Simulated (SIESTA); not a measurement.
PbO (Litharge), 4 atoms in the cell. The typed cell holds 4 atoms: a = 3.990 Å, b = 3.990 Å, c = 5.010 Å, α = 90.00°, β = 90.00°, γ = 90.00°.  The cell isn't the ideal one: atoms moved at random, drawn with an rms of 0.05 Å.

```yaml
Program: SIESTA 5.4.2
Task: single point
Functional: PBE
Potentials_or_basis: PseudoDojo 0.4 standard (PBE files)
Basis: DZP (energy shift 0.002 Ry)
Grid_cutoff: 800 Ry
Energy_shift: 0.002 Ry
k_mesh: 7 × 7 × 6
Occupations: fermi-dirac, width 0.05 eV
Spin: no spin polarisation
```

Potentials or basis: PseudoDojo 0.4 standard (PBE files), DZP (energy shift 0.002 Ry).

Command:

```bash
$ siesta PbO.fdf > PbO.out 2>&1
```

Hardware: 1 thread of Arm Neoverse V1, on a shared host.

Task: How long does it take, and how much memory?

Result: Run time: 2.4 min on 1 thread of Arm Neoverse V1, on a shared host, peak memory 0.55 GiB. Counts: scf iterations 12, k points 151, bands 62.
